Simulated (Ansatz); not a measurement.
AlRu:

```
Ru Al
1.0
     2.99160    0.00000    0.00000
     0.00000    2.99160    0.00000
     0.00000    0.00000    2.99160
Ru Al
1 1
Direct
  0.50000 0.50000 0.50000
  0.00000 0.00000 0.00000
```

Base run:

* Program: Ansatz 0.2.0
* Functional: BLYP
* Potentials or basis: Ansatz PAW
* Cutoff: 420 eV
* Density cutoff: 1680 eV
* k mesh: 9 × 9 × 9
* Occupations: fermi-dirac, width 0.05 eV
* Spin: no spin polarisation

Its results: band gap on the k mesh none (metal or under the smearing width); pressure 9.1 GPa.

After a change of settings the same cell gave: band gap on the k mesh none (metal or under the smearing width); pressure 5.2 GPa. Which change was it?
A. functional from BLYP to revPBE
B. functional from BLYP to r2SCAN; cutoff from 420 eV to 500 eV; density cutoff from 1680 eV to 2000 eV
C. functional from BLYP to PBE
D. functional from BLYP to RPBE

A.

Caveats: the potentials were made for another functional, which shifts forces and pressure; the PAW data sets come from PBE, with cores solved anew for the run's functional, which leaves a small shift of forces and pressure.

Not every run made on this cell is shown here.
